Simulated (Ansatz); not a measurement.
Input and command of a calculation in Ansatz (plane waves; scalar-relativistic PAW potentials unless the input names others):

```yaml
crystal:
  lattice:
    - [-3.5185213065, -3.5185213065, 0.0]
    - [0.0, -3.5185213065, 3.5185213065]
    - [-3.5185213065, 0.0, 3.5185213065]
  atoms:
    - { symbol: Ni, position: [0.5, 0.0, 0.0], spin: 0.75 }
    - { symbol: Ni, position: [0.0, 0.0, 0.0], spin: 0.75 }
    - { symbol: Ni, position: [0.5, 0.5, 0.0], spin: 0.75 }
    - { symbol: Ni, position: [0.0, 0.5, 0.0], spin: 0.75 }
    - { symbol: Ni, position: [0.5, 0.0, 0.5], spin: 0.75 }
    - { symbol: Ni, position: [0.0, 0.0, 0.5], spin: 0.75 }
    - { symbol: Ni, position: [0.5, 0.5, 0.5], spin: 0.75 }
    - { symbol: Ni, position: [0.0, 0.5, 0.5], spin: 0.75 }
basis:
  ecutwfc: "400 eV"
kpoints:
  mp_grid: { grid: [8, 8, 8] }
hamiltonian:
  xc: pbe
scf:
  occupations: { method: gaussian, width: 0.15 }
output:
  forces: true
  eigenvalues: true
  stress: true
magnetization:
  spin_polarized: true
```

```bash
ansatz run input.yaml --threads 2 --pin off --max-ram 5120MiB --backend cpu --events-out ev --progress --plain --runs-dir out
```

Abridged log:
```
Warning: basis.ecutwfc = 400 eV is below the records' recommended 420 eV, and the density's cutoff is lower with it unless basis.ecutrho_ratio is high enough to keep the records' density cutoff: compare with a run at a higher cutoff
Basis set: ecut = 400 eV, 1591 PW (Γ), exchange–correlation on 72×72×72 points (8 copies of the dense FFT grid, shifted against one another)
Bands: 90, of which v1, the nominal top of the filled ones, is band 72 counted from 1 (71 counted from 0)
Symmetry: 384 space group operations
k-points: 29 of 512
SCF iter   1: F=—  HF=-46711.611484 eV  |F-HF|=—  |Δ(HF+E_count)|=         —  Δρ=8.09e-2 (↑1.04e-2 ↓8.09e-2) dr2=3.85e0  dr2_m=1.20e0  M=6.843 μB ∫|m|=7.237 μB  β_m=0.30  ethr=2.67e-3  ⟨swp⟩=1.7  Hψ=21245  notcnv=0
Mixer restart at iter 1: flushing history
spin=Collinear: Kerker preconditioning applied to the charge; magnetization (m = ρ↑ − ρ↓) channel mixes plain (no charge-response kernel on spin).
SCF iter   2: F=—  HF=-46711.196301 eV  |F-HF|=—  |Δ(HF+E_count)|=   4.15e-1  Δρ=2.84e-2 (↑2.84e-2 ↓1.92e-2) dr2=1.06e-1  dr2_m=3.49e-1  M=6.404 μB ∫|m|=6.875 μB  β_m=0.33  ethr=2.67e-3  ⟨swp⟩=2.0  Hψ=8090  notcnv=0
SCF iter   3: F=—  HF=-46713.742407 eV  |F-HF|=—  |Δ(HF+E_count)|=    2.55e0  Δρ=2.12e-2 (↑2.12e-2 ↓9.50e-3) dr2=1.95e-1  dr2_m=7.95e-2  M=6.118 μB ∫|m|=6.654 μB  β_m=0.58  ethr=7.33e-5  ⟨swp⟩=2.0  Hψ=9121  notcnv=0  defer=416
SCF iter   4: F=—  HF=-46717.169541 eV  |F-HF|=—  |Δ(HF+E_count)|=    3.43e0  Δρ=2.94e-2 (↑7.48e-3 ↓2.94e-2) dr2=6.01e-1  dr2_m=1.30e-1  M=5.184 μB ∫|m|=5.886 μB  β_m=0.79  ethr=7.33e-5  ⟨swp⟩=2.0  Hψ=9528  notcnv=0  defer=457
SCF iter   5: F=—  HF=-46717.585868 eV  |F-HF|=—  |Δ(HF+E_count)|=   4.16e-1  Δρ=1.31e-2 (↑1.05e-2 ↓1.31e-2) dr2=2.71e-1  dr2_m=2.73e-3  M=4.982 μB ∫|m|=5.684 μB  β_m=0.79  ethr=7.33e-5  ⟨swp⟩=2.1  Hψ=7451  notcnv=0  defer=457
SCF iter   6: F=—  HF=-46717.833043 eV  |F-HF|=—  |Δ(HF+E_count)|=   2.47e-1  Δρ=6.34e-3 (↑6.34e-3 ↓2.46e-3) dr2=1.17e-2  dr2_m=1.47e-2  M=4.846 μB ∫|m|=5.558 μB  β_m=0.90  ethr=7.33e-5  ⟨swp⟩=2.3  Hψ=9297  notcnv=0  defer=495
SCF iter   7: F=—  HF=-46717.838243 eV  |F-HF|=—  |Δ(HF+E_count)|=   5.20e-3  Δρ=1.45e-3 (↑1.27e-3 ↓1.45e-3) dr2=4.55e-3  dr2_m=2.16e-5  M=4.857 μB ∫|m|=5.581 μB  β_m=0.95  ethr=8.11e-6  ⟨swp⟩=1.6  Hψ=6277  notcnv=0  defer=495
SCF iter   8: F=—  HF=-46717.839326 eV  |F-HF|=—  |Δ(HF+E_count)|=   1.08e-3  Δρ=1.11e-3 (↑1.11e-3 ↓8.57e-4) dr2=3.26e-5  dr2_m=7.67e-4  M=4.859 μB ∫|m|=5.590 μB  β_m=0.97  ethr=3.16e-6  ⟨swp⟩=2.0  Hψ=7319  notcnv=0  defer=495
SCF iter   9: F=—  HF=-46717.839276 eV  |F-HF|=—  |Δ(HF+E_count)|=   5.00e-5  Δρ=1.08e-4 (↑1.08e-4 ↓8.77e-5) dr2=7.93e-7  dr2_m=7.38e-6  M=4.854 μB ∫|m|=5.583 μB  β_m=0.99  ethr=2.27e-8  ⟨swp⟩=2.2  Hψ=8078  notcnv=0  defer=495
SCF iter  10: F=—  HF=-46717.839275 eV  |F-HF|=—  |Δ(HF+E_count)|=   8.17e-7  Δρ=1.93e-5 (↑1.93e-5 ↓1.44e-5) dr2=5.47e-8  dr2_m=2.11e-7  M=4.854 μB ∫|m|=5.582 μB  β_m=0.99  ethr=5.51e-10  ⟨swp⟩=1.9  Hψ=7887  notcnv=0  defer=495
SCF iter  11: F=—  HF=-46717.839275 eV  |F-HF|=—  |Δ(HF+E_count)|=   1.93e-8  Δρ=1.45e-5 (↑5.91e-6 ↓1.45e-5) dr2=2.11e-7  dr2_m=1.80e-8  M=4.854 μB ∫|m|=5.582 μB  β_m=1.00  ethr=3.80e-11  ⟨swp⟩=2.1  Hψ=8448  notcnv=0  defer=495
SCF iter  12: F=-46717.839275 eV  HF=-46717.839275 eV  |F-HF|=2.05e-8  |Δ(HF+E_count)|=   2.96e-8  Δρ=4.46e-6 (↑2.56e-6 ↓4.46e-6) dr2=2.48e-8  dr2_m=8.38e-10  M=4.854 μB ∫|m|=5.582 μB  ethr=3.80e-11  ⟨swp⟩=6.8  Hψ=23191  notcnv=0
SCF 1 converged in 12 iterations: F = -46717.839275 eV  dr2 = 2.48e-8
SCF converged after 12 iterations
Magnetization: 4.8537 μB (74.4268 up, 69.5732 down)
Absolute magnetization: 5.5885 μB (∫|ρ↑−ρ↓|, with the PAW one-centre terms)
Spin contamination: 0.0535 ħ² per cell (⟨S²⟩ above its minimum at these occupations)
Per-site moments (μB) at R_I (Å): [(0.64538472, 1.02628773), (0.64538472, 1.02628773), (0.64538472, 1.02628773), (0.64538472, 1.02628773), (0.64538472, 1.02628773), (0.64538472, 1.02628773), (0.64538472, 1.02628773), (0.64538472, 1.02628773)]
Free energy (F): -46717.839275 eV
Harris-Foulkes:  -46717.839275 eV  (|F-HF|=2.05e-8)
Internal energy: -46717.683821 eV  (E = F + TS)
E sigma→0 (E₀):  -46717.761548 eV
Entropy (-TS):   -0.155454 eV (-19.432 meV/atom)
Fermi energy:    18.166247 eV
--- Forces (eV/Å), atoms counted from 1 ---
  atom   1  Ni     0.00000000     0.00000000     0.00000000
  atom   2  Ni     0.00000000     0.00000000     0.00000000
  atom   3  Ni     0.00000000     0.00000000     0.00000000
  atom   4  Ni     0.00000000     0.00000000     0.00000000
  atom   5  Ni     0.00000000     0.00000000     0.00000000
  atom   6  Ni     0.00000000     0.00000000     0.00000000
  atom   7  Ni     0.00000000     0.00000000     0.00000000
  atom   8  Ni     0.00000000     0.00000000     0.00000000
--- Stress (GPa, compression-positive) ---
       -0.071067       0.000000       0.000000
        0.000000      -0.071067       0.000000
        0.000000       0.000000      -0.071067
  P = ⅓ Tr σ = -0.0711 GPa (-0.711 kbar)
```

Apart from outputs and empty bands, the input differs from a reference run on usual settings in basis.ecutwfc: 420 → "400 eV". The reference, at the same geometry, gave pressure -0.08 GPa, largest force 0.000 eV/Å, no gap on the mesh. This run converged in 12 SCF iterations (reference: 13) with an energy at zero smearing 0.26 meV/atom above the reference's, pressure -0.07 GPa, largest force 0.000 eV/Å, no gap on the mesh. Its cutoff is looser than usual, yet energy, pressure and forces hardly moved.

Time: 27 s on 2 threads of Arm Neoverse V2, with other jobs on the host, peak memory 0.63 GiB.